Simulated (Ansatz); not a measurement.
# Au: equal strain of all cell vectors

A series on Au: equal strain of all cell vectors, -3 to +3 %; the shape is held and the atoms relax. Wanted: energy, stress and any gap along the series.

Computed with Ansatz 0.2.0 (DFT r2SCAN, scalar-relativistic, plane waves, PAW, unless a step's input says otherwise).

2 further runs of the same task are left out: 2 set aside as unsound or not needed.

## Step 1: The starting structure

Symmetry: Fm-3m, No. 225, cubic system. Conventional cell: a = 4.124 Å, b = 4.124 Å, c = 4.124 Å, α = 90.00°, β = 90.00°, γ = 90.00°. Au (site symmetry m-3m) has 12 Au at 2.92 Å as nearest neighbours.

As a file:

```
Au
1.0
     2.06219    2.06219    0.00000
    -2.06219    2.06219    0.00000
     0.00000    0.00000    4.12438
Au
2
Cartesian
  0.0000 0.0000 0.0000
  0.0000 2.0622 2.0622
```

It goes back to an entry of the Materials Project.

The unstrained cell comes from an earlier run at this level (2 atoms, E(σ→0) -26327.0152 eV, gap none (metal)).

## Step 2: At -1.0 %

Contents of input.yaml:

```yaml
crystal:
  lattice:
    - [2.0415679483, 2.0415679483, 0.0]
    - [-2.0415679483, 2.0415679483, 0.0]
    - [0.0, 0.0, 4.0831358965]
  atoms:
    - { symbol: Au, position: [0.0, 0.0, 0.0] }
    - { symbol: Au, position: [0.5, 0.5, 0.5] }
basis:
  ecutwfc: 500
kpoints:
  mp_grid: { grid: [18, 18, 12] }
hamiltonian:
  xc: r2scan
scf:
  occupations: { method: gaussian, width: 0.1 }
output:
  forces: true
  stress: true
  eigenvalues: true
```

Started as:

```sh
> ansatz run input.yaml --threads 1 --pin off --max-ram 2560MiB --backend cpu --events-out ev --progress --plain --runs-dir out
```

The session goes on with these runs: At +1.0 %; strain -2.0 %; the cell strained by +2.0 %; the cell strained by -3.0 %; strain +3.0 %.

**Question.** What will these runs give? Wanted: (1/V) d²E/dε² at zero strain, cubic fit.

The runs gave:

| quantity | value |
| --- | --- |
| largest energy cost | 79.7 meV/atom at -3.0 % |
| (1/V) d²E/dε² at zero strain, cubic fit | 1405 GPa |

**Reading.** The curvature of the energy, 1405 GPa, is nine times the bulk modulus at fixed shape. Compression by 3 % costs 79.7 meV/atom and stretching 58.6. On this cell's mesh the unstrained reference holds a stress of up to 0.17 GPa. The runs treat Au without spin-orbit coupling.
